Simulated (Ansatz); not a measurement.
Starting cell, Li$_{2}$O (anti-fluorite):

```yaml
crystal:
  lattice:
    - [0.00000, 4.62614, 4.62614]
    - [2.31307, 0.00000, 2.31307]
    - [2.31307, 2.31307, 0.00000]
  atoms:
    - { symbol: O, position: [0.00000, 0.00000, 0.00000] }
    - { symbol: O, position: [0.50000, 0.00000, 0.00000] }
    - { symbol: Li, position: [0.12500, 0.25000, 0.25000] }
    - { symbol: Li, position: [0.62500, 0.25000, 0.25000] }
    - { symbol: Li, position: [0.37500, 0.75000, 0.75000] }
    - { symbol: Li, position: [0.87500, 0.75000, 0.75000] }
```

A phonon eigenvector at L = (0.5, 0.0, 0.0) is frozen into this cell: atom i moves by Q times the vector below, so Q is the largest atomic displacement, in Å. The cell is held. It is one choice among 2 degenerate patterns. (q is in reciprocal vectors of the primitive cell; the cell shown is doubled to hold the pattern.)

| atom | x | y | z |
|---|---|---|---|
| Li3 | 0.285 | -0.520 | 0.805 |
| Li4 | -0.285 | 0.520 | -0.805 |
| Li5 | 0.285 | -0.520 | 0.805 |
| Li6 | -0.285 | 0.520 | -0.805 |

Atoms not listed stay in place.

The numbers are results of PBE (plane waves to 420 eV, PAW, scalar-relativistic; Ansatz, a quantum-chemistry and plane-wave program), not measurements. k mesh 6×12×12 (Γ-centred), Fermi-Dirac smearing 0.05 eV. E stands for the smeared free energy. Li2O was relaxed with its symmetry unable to fall. The zero of ΔE is the undisplaced structure.

```
Q (Å)   ΔE (meV/cell)
------  -------------
-0.180       withheld
-0.150            224
-0.120            143
-0.090             80
-0.060             36
-0.030              9
0.000               0
0.030               9
0.060              36
0.090              80
0.120             143
0.150             224
0.180        withheld
```

Problem. Fit an even polynomial form (powers 2, 4) to the given rows and predict ΔE at Q = -0.180.

Solution. Least squares on the 11 given rows: ΔE = (9883)·Q² + (3200)·Q⁴, in meV/cell with Q in Å; root-mean-square residual 0.2 meV/cell. At -0.180 the fit gives 324 meV/cell; the calculation gives 324 meV/cell, the same to the digits shown. The quadratic term alone would give 320 meV/cell.

(For displaced atoms, the force is minus the slope of the energy, and its curvature is a force constant, which sets phonon frequencies.)
